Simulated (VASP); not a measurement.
# Ni (Fm-3m) in VASP: further runs

Runs on Ni. Level: PBE. Tasks: relaxation of cell and atoms, single point.

Program: VASP 6.6.1. These are calculated values, not measurements. Logs are shortened: lines on timing, memory, paths and dates and some standing lists are left out, and cuts for length are marked.

## 1. The crystal as given

Symmetry: Fm-3m, No. 225, cubic system. Conventional cell: a = 3.524 Å, b = 3.524 Å, c = 3.524 Å, α = 90.00°, β = 90.00°, γ = 90.00°. Ni (site symmetry m-3m) has 12 Ni at 2.49 Å as nearest neighbours.

## 2. Relaxation of cell and atoms, PBE, collinear spin, ferromagnetic start

INCAR reads:

```
SYSTEM = Ni
  PREC = Accurate
  ENCUT = 600
  EDIFF = 1E-6
  ISMEAR = 1
  SIGMA = 0.1
  LREAL = .False.
  LASPH = .True.
  NELM = 150
  ALGO = Normal
  ISIF = 3
  LWAVE = .False.
  LCHARG = .False.
  ISPIN = 2
  MAGMOM = 0.8
  LORBIT = 11
  LMAXMIX = 4
  GGA = PE
  IBRION = 2
  NSW = 90
  EDIFFG = -0.01
  AMIX = 0.2
  BMIX = 1E-4
  AMIX_MAG = 0.8
  BMIX_MAG = 1E-4
```

KPOINTS reads:

```
regular mesh
0
Gamma
  18 18 18
  0 0 0
```

POSCAR reads:

```
Ni
1.0
    0.0000000000      1.7619350000      1.7619350000
    1.7619350000      0.0000000000      1.7619350000
    1.7619350000      1.7619350000      0.0000000000
Ni
1
Direct
    0.0000000000      0.0000000000      0.0000000000
```

Potentials or basis: VASP PAW PBE potentials, release 64 (Ni).

Launch:

```
$ cat potpaw_PBE.64/Ni/POTCAR > POTCAR
$ mpirun -np 1 vasp_std > vasp.out
```

OUTCAR:

```text
SYSTEM = Ni
   PREC = Accurate
   ENCUT = 600
   EDIFF = 1E-6
   ISMEAR = 1
   LREAL = .False.
   LASPH = .True.
   NELM = 150
   ISIF = 3
   ISPIN = 2
   LORBIT = 11
   GGA = PE
   IBRION = 2
   NSW = 90
   EDIFFG = -0.01
   AMIX = 0.2
   AMIX_MAG = 0.8

 ion  position               nearest neighbor table
   1  0.000  0.000  0.000-

  LATTYP: Found a face centered cubic cell.
 ALAT       =     3.5238700000

  Lattice vectors:

 A1 = (   0.0000000000,   1.7619350000,   1.7619350000)
 A2 = (   1.7619350000,   0.0000000000,   1.7619350000)
 A3 = (   1.7619350000,   1.7619350000,   0.0000000000)

Analysis of symmetry for initial positions (statically):
=====================================================================
 Subroutine PRICEL returns:
 Original cell was already a primitive cell.

 Routine SETGRP: Setting up the symmetry group for a
 face centered cubic supercell.

 Subroutine GETGRP returns: Found 48 space group operations
 (whereof 48 operations were pure point group operations)
 out of a pool of 48 trial point group operations.

The static configuration has the point symmetry O_h .

Analysis of symmetry for dynamics (positions and initial velocities):
=====================================================================
 Subroutine PRICEL returns:
 Original cell was already a primitive cell.

 Routine SETGRP: Setting up the symmetry group for a
 face centered cubic supercell.

 Subroutine GETGRP returns: Found 48 space group operations
 (whereof 48 operations were pure point group operations)
 out of a pool of 48 trial point group operations.

The dynamic configuration has the point symmetry O_h .

Analysis of structural, dynamic, and magnetic symmetry:
=====================================================================
 Subroutine PRICEL returns:
 Original cell was already a primitive cell.

 Routine SETGRP: Setting up the symmetry group for a
 face centered cubic supercell.

 Subroutine GETGRP returns: Found 48 space group operations
 (whereof 48 operations were pure point group operations)
 out of a pool of 48 trial point group operations.

The overall configuration has the point symmetry O_h .

 Subroutine INISYM returns: Found 48 space group operations
 (whereof 48 operations are pure point group operations),
 and found     1 'primitive' translations

----------------------------------------------------------------------------------------

                                     Primitive cell

  volume of cell :      10.9396

  direct lattice vectors                    reciprocal lattice vectors
     0.000000000  1.761935000  1.761935000    -0.283778914  0.283778914  0.283778914
     1.761935000  0.000000000  1.761935000     0.283778914 -0.283778914  0.283778914
     1.761935000  1.761935000  0.000000000     0.283778914  0.283778914 -0.283778914

  length of vectors
     2.491752373  2.491752373  2.491752373     0.491519496  0.491519496  0.491519496

  position of ions in fractional coordinates (direct lattice)
     0.000000000  0.000000000  0.000000000

  ion indices of the primitive-cell ions
   primitive index   ion index
                 1           1

----------------------------------------------------------------------------------------

 KPOINTS: regular mesh

Automatic generation of k-mesh.
 Grid dimensions read from file:
 generate k-points for:   18   18   18

 Generating k-lattice:

  Cartesian coordinates                     Fractional coordinates (reciprocal lattice)
    -0.015765495  0.015765495  0.015765495     0.055555556  0.000000000  0.000000000
     0.015765495 -0.015765495  0.015765495     0.000000000  0.055555556  0.000000000
[... 84 lines left out ...]
   LHFCALC =     F    Hartree Fock is set to
   AEXX    =    0.0000 exact exchange contribution
   IVDW    =     0    specifies the selected vdW correction
   LEPSILON=     F    determine dielectric tensor
   LRPA    =     F    only Hartree local field effects (RPA)
 conjugate gradient relaxation of ions
 spin polarized calculation
 Methfessel and Paxton  Order N= 1 SIGMA  =   0.10
  energy-cutoff  :      600.00
  volume of cell :       10.94
 maximum number of plane-waves:       375
   NGX =  9   NGY =  9   NGZ =  9

--------------------------------------- Ionic step        1  -------------------------------------------

 number of electron      10.0000010 magnetization       0.6164943

 Free energy of the ion-electron system (eV)
  ---------------------------------------------------
  ext. energy  EPLUGINS =         0.00000000
  ---------------------------------------------------
  free energy    TOTEN  =        -5.47131212 eV

  energy without entropy =       -5.47170878  energy(sigma->0) =       -5.47144434

------------------------ aborting loop because EDIFF is reached ----------------------------------------

  FORCE on cell =-STRESS in cart. coord.  units (eV):
  Direction    XX          YY          ZZ          XY          YZ          ZX
  --------------------------------------------------------------------------------------
  -------------------------------------------------------------------------------------
  Total       -0.0493097     -0.0493097     -0.0493097      0.0000000     -0.0000000     -0.0000000
  in kB       -7.2217696     -7.2217696     -7.2217696      0.0000000     -0.0000000     -0.0000000
  external PRESSURE =      -7.2217696 kB  Pullay stress =       0.0000000 kB

 VOLUME and BASIS-vectors are now :
 -----------------------------------------------------------------------------
  energy-cutoff  :      600.00
  volume of cell :       10.94
      direct lattice vectors                 reciprocal lattice vectors
     0.000000000  1.761935000  1.761935000    -0.283778914  0.283778914  0.283778914
     1.761935000  0.000000000  1.761935000     0.283778914 -0.283778914  0.283778914
     1.761935000  1.761935000  0.000000000     0.283778914  0.283778914 -0.283778914

 POSITION                                       TOTAL-FORCE (eV/Angst)
 -----------------------------------------------------------------------------------
      0.00000      0.00000      0.00000         0.000000      0.000000      0.000000
 -----------------------------------------------------------------------------------
    total drift:                                0.000000      0.000000      0.000000

  FREE ENERGIE OF THE ION-ELECTRON SYSTEM (eV)
  ---------------------------------------------------
  free  energy   TOTEN  =        -5.4713121231 eV

  energy  without entropy=       -5.4717087826  energy(sigma->0) =       -5.47144434

--------------------------------------- Ionic step        2  -------------------------------------------

 number of electron      10.0000009 magnetization       0.6165114

 Free energy of the ion-electron system (eV)
  ---------------------------------------------------
  ext. energy  EPLUGINS =         0.00000000
  ---------------------------------------------------
  free energy    TOTEN  =        -5.47157569 eV

  energy without entropy =       -5.47196817  energy(sigma->0) =       -5.47170652

 E-fermi :   9.4028     XC(G=0): -13.2655

 val. band max:        9.3966540193   @ k =  -0.3889   0.2778   0.0000
 cond. band min:       9.4049387669   @ k =   0.5000   0.4444   0.0000
 fundamental gap:      0.0082847476
 Fermi energy:         9.4027986400

 spin component 1

 k-point     1 :       0.0000    0.0000    0.0000
  band No.  band energies     occupation
      1       0.3784      1.00000
      2       6.9610      1.00000
      3       6.9610      1.00000
      4       6.9610      1.00000
      5       8.1511      1.00000
      6       8.1511      1.00000
      7      33.1365      0.00000
      8      37.0138      0.00000
      9      37.0138      0.00000
[... 265 lines left out ...]
 k-point    24 :      -0.2222    0.0556    0.0000
  band No.  band energies     occupation
      1       2.5649      1.00000
      2       6.5902      1.00000
      3       7.1935      1.00000
      4       7.2384      1.00000
      5       8.0476      1.00000
      6       8.3602      1.00000
      7      24.3830      0.00000
      8      31.4462      0.00000
      9      34.8892      0.00000

 [... further k-points ...]

 spin component 2

 k-point     1 :       0.0000    0.0000    0.0000
  band No.  band energies     occupation
      1       0.3427      1.00000
      2       7.7119      1.00000
      3       7.7119      1.00000
      4       7.7119      1.00000
      5       8.7157      1.00000
      6       8.7157      1.00000
      7      32.9757      0.00000
      8      36.9909      0.00000
      9      36.9909      0.00000
[... 265 lines left out ...]
 k-point    24 :      -0.2222    0.0556    0.0000
  band No.  band energies     occupation
      1       2.5544      1.00000
      2       7.2512      1.00000
      3       7.8747      1.00000
      4       7.9341      1.00000
      5       8.6737      1.00000
      6       9.0015      1.00000
      7      24.5131      0.00000
      8      31.4568      0.00000
      9      34.8510      0.00000

 [... further k-points ...]
[... 5 lines left out ...]
  --------------------------------------------------------------------------------------
  -------------------------------------------------------------------------------------
  Total       -0.0084974     -0.0084974     -0.0084974      0.0000000     -0.0000000     -0.0000000
  in kB       -1.2534335     -1.2534335     -1.2534335      0.0000000     -0.0000000     -0.0000000
  external PRESSURE =      -1.2534335 kB  Pullay stress =       0.0000000 kB

 VOLUME and BASIS-vectors are now :
 -----------------------------------------------------------------------------
  energy-cutoff  :      600.00
  volume of cell :       10.86
      direct lattice vectors                 reciprocal lattice vectors
     0.000000000  1.757743652  1.757743652    -0.284455586  0.284455586  0.284455586
     1.757743652 -0.000000000  1.757743652     0.284455586 -0.284455586  0.284455586
     1.757743652  1.757743652 -0.000000000     0.284455586  0.284455586 -0.284455586

 POSITION                                       TOTAL-FORCE (eV/Angst)
 -----------------------------------------------------------------------------------
      0.00000      0.00000      0.00000         0.000000     -0.000000      0.000000
 -----------------------------------------------------------------------------------
    total drift:                                0.000000      0.000000      0.000000

  FREE ENERGIE OF THE ION-ELECTRON SYSTEM (eV)
  ---------------------------------------------------
  free  energy   TOTEN  =        -5.4715756923 eV

  energy  without entropy=       -5.4719681700  energy(sigma->0) =       -5.47170652

 reached required accuracy - stopping structural energy minimisation

 total charge

# of ion       s       p       d       tot
------------------------------------------
    1        0.498   0.499   8.316   9.313

 magnetization (x)

# of ion       s       p       d       tot
------------------------------------------
    1       -0.007  -0.025   0.660   0.628
```

It took 33 s on 1 thread of Intel Xeon Platinum 8488C (Sapphire Rapids), shared host; peak memory 0.16 GiB.

What came out:

```yaml
Free_energy: -5.4716 eV
Relaxed_volume: 10.86 Å³/atom
Relaxed_cell: a = 2.486 Å, b = 2.486 Å, c = 2.486 Å, α = 60.00°, β = 60.00°, γ = 60.00°
Space_group_after_relaxing_to_0.05_Å: Fm-3m (No. 225)
Energy_gained_by_relaxing: 0.3 meV/atom
Ionic_steps: 2
Pressure_after_relaxing: -0.1 GPa
Band_gap_on_the_k_mesh: none (metal or under the smearing width)
Net_moment: 0.62 μB per cell
Site_moments: Ni +0.63 μB
Valence_electrons_inside_the_program's_atomic_spheres: Ni 9.31
```

Step by step:
```tsv
step	energy change (eV)	largest force (eV/Å)	pressure (GPa)	volume (Å³)
1	0.0000	0.0000	-0.72	10.94
2	-0.0003	0.0000	-0.13	10.86
```

Final structure:
```cif
data_structure
_symmetry_space_group_name_H-M 'P 1'
_symmetry_Int_Tables_number 1
_cell_length_a 2.4858
_cell_length_b 2.4858
_cell_length_c 2.4858
_cell_angle_alpha 60.000
_cell_angle_beta 60.000
_cell_angle_gamma 60.000
_cell_volume 10.86
loop_
_atom_site_label
_atom_site_type_symbol
_atom_site_fract_x
_atom_site_fract_y
_atom_site_fract_z
_atom_site_occupancy
Ni1 Ni 0.00000 0.00000 0.00000 1
```

Levels at points of the mesh, in eV from the Fermi level:
Spin up:
```csv
k point,band 3,band 4,band 5,band 6,band 7,band 8
"(0.00, 0.00, 0.00)",-2.44,-2.44,-1.25,-1.25,23.73,27.61
"(0.50, 0.00, 0.00)",-2.42,-0.60,-0.60,-0.30,5.67,22.23
"(0.50, 0.50, 0.00)",-0.54,-0.48,-0.48,2.45,9.24,14.84
```
Spin down:
| k point | band 2 | band 3 | band 4 | band 5 | band 6 | band 7 | band 8 | band 9 |
| --- | --- | --- | --- | --- | --- | --- | --- | --- |
| (0.00, 0.00, 0.00) | -1.69 | -1.69 | -1.69 | -0.69 | -0.69 | 23.57 | 27.59 | 27.59 |
| (0.50, 0.00, 0.00) | -1.81 | -1.81 | -0.36 | 0.14 | 0.14 | 6.09 | 22.08 | 24.78 |
| (0.50, 0.50, 0.00) | -3.59 | 0.05 | 0.38 | 0.38 | 2.40 | 9.47 | 14.84 | 14.84 |

## 3. Relaxation of cell and atoms, PBE, collinear spin, ferromagnetic start

This run uses another cell than the first one, of 10.86 Å³/atom, 0.993 times its volume.

Changes to INCAR since step 2:

```diff
@@ -3,3 +3,3 @@
   ENCUT = 600
-  EDIFF = 1E-6
+  EDIFF = 1E-7
   ISMEAR = 1
@@ -20,3 +20,3 @@
   NSW = 90
-  EDIFFG = -0.01
+  EDIFFG = -0.005
   AMIX = 0.2
```

KPOINTS is that of step 2.

POSCAR reads:

```
Ni                                      
1.0
    0.0000000000      1.7577436516      1.7577436516
    1.7577436516     -0.0000000000      1.7577436516
    1.7577436516      1.7577436516     -0.0000000000
  Ni            
     1
Direct
     0.0000000000000000    0.0000000000000000    0.0000000000000000
```

Potentials or basis: VASP PAW PBE potentials, release 64 (Ni).

Launch:

```
$ cat potpaw_PBE.64/Ni/POTCAR > POTCAR
$ mpirun -np 1 vasp_std > vasp.out
```

Run time: 50 s. Hardware: 1 thread of Intel Xeon Platinum 8488C (Sapphire Rapids), shared host; peak memory 0.16 GiB.

Results (log left out):

| Item | Value |
| --- | --- |
| Free energy | -5.4715 eV |
| Relaxed volume | 10.87 Å³/atom |
| Relaxed cell | a = 2.486 Å, b = 2.486 Å, c = 2.486 Å, α = 60.00°, β = 60.00°, γ = 60.00° |
| Space group after relaxing (to 0.05 Å) | Fm-3m (No. 225) |
| Energy gained by relaxing | 0.0 meV/atom |
| Ionic steps | 3 |
| Pressure after relaxing | 0.0 GPa |
| Band gap on the k mesh | none (metal or under the smearing width) |
| Net moment | 0.62 μB per cell |
| Site moments | Ni +0.63 μB |
| Valence electrons inside the program's atomic spheres | Ni 9.31 |

Final structure:
```xyz
1
Lattice="0.0000 1.7582 1.7582 1.7582 0.0000 1.7582 1.7582 1.7582 0.0000" Properties=species:S:1:pos:R:3 pbc="T T T"
Ni    0.0000    0.0000    0.0000
```

Levels at points of the mesh, in eV from the Fermi level:
Spin up:
```
           k point  band 3  band 4  band 5  band 6  band 7  band 8
(0.00, 0.00, 0.00)   -2.44   -2.44   -1.25   -1.25   23.73   27.60
(0.50, 0.00, 0.00)   -2.41   -0.60   -0.60   -0.30    5.67   22.22
(0.50, 0.50, 0.00)   -0.54   -0.48   -0.48    2.45    9.23   14.83
```
Spin down:
```csv
k point,band 1,band 2,band 3,band 4,band 5,band 6,band 7,band 8,band 9
"(0.00, 0.00, 0.00)",-9.05,-1.69,-1.69,-1.69,-0.69,-0.69,23.57,27.58,27.58
"(0.50, 0.00, 0.00)",-4.41,-1.81,-1.81,-0.36,0.14,0.14,6.09,22.07,24.77
"(0.50, 0.50, 0.00)",-4.32,-3.59,0.05,0.38,0.38,2.40,9.46,14.84,14.84
```

(Continued in part 2 of 2.)
